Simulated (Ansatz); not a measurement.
CuO under strain

Computed with DFT PBEsol, scalar-relativistic, plane waves, PAW in Ansatz 0.2.0. Run with 420 eV cutoff, 10×10×8 k-mesh, Gaussian smearing of 0.10 eV, no spin polarisation.

Reference structure (relaxed):

```yaml
crystal:
  lattice:
    - [4.08507, 0.00000, 0.00000]
    - [0.00000, 4.10072, 0.00000]
    - [0.00000, 0.00000, 5.09226]
  atoms:
    - { symbol: Cu, position: [0.25000, 0.25000, 0.50000] }
    - { symbol: Cu, position: [0.25000, 0.75000, 0.00000] }
    - { symbol: Cu, position: [0.75000, 0.75000, 0.50000] }
    - { symbol: Cu, position: [0.75000, 0.25000, 0.00000] }
    - { symbol: O, position: [0.50000, 0.00000, 0.75000] }
    - { symbol: O, position: [0.50000, 0.00000, 0.25000] }
    - { symbol: O, position: [0.00000, 0.50000, 0.75000] }
    - { symbol: O, position: [0.00000, 0.50000, 0.25000] }
```

Deformation: uniaxial strain along c, with the lengths of a and b and the atoms relaxed and the angles held, all within the symmetry that the strain leaves. Energies are extrapolated to zero smearing.

```tsv
strain (%)	ΔE (meV/atom)	a (Å)	b (Å)	c (Å)
-6.0	29.9	4.209	4.211	4.787
-4.0	12.9	4.170	4.171	4.889
-2.0	3.2	4.130	4.133	4.990
+0.0	0.0	4.085	4.101	5.092
+2.0	3.1	4.054	4.057	5.194
+4.0	12.1	4.017	4.020	5.296
+6.0	26.9	3.981	3.985	5.398
```

(1) What stiffness (1/V) d²E/dε² at zero strain does a cubic fit over all points give?

(2) How does the free axis a answer a small strain?

Answers

(1) A cubic fit gives (1/V) d²E/dε² = 237 GPa at zero strain (Young's modulus along this axis, angles held).

(2) Between the innermost points its strain is -0.47 times the applied one.

This form isn't the usual stable structure of the compound.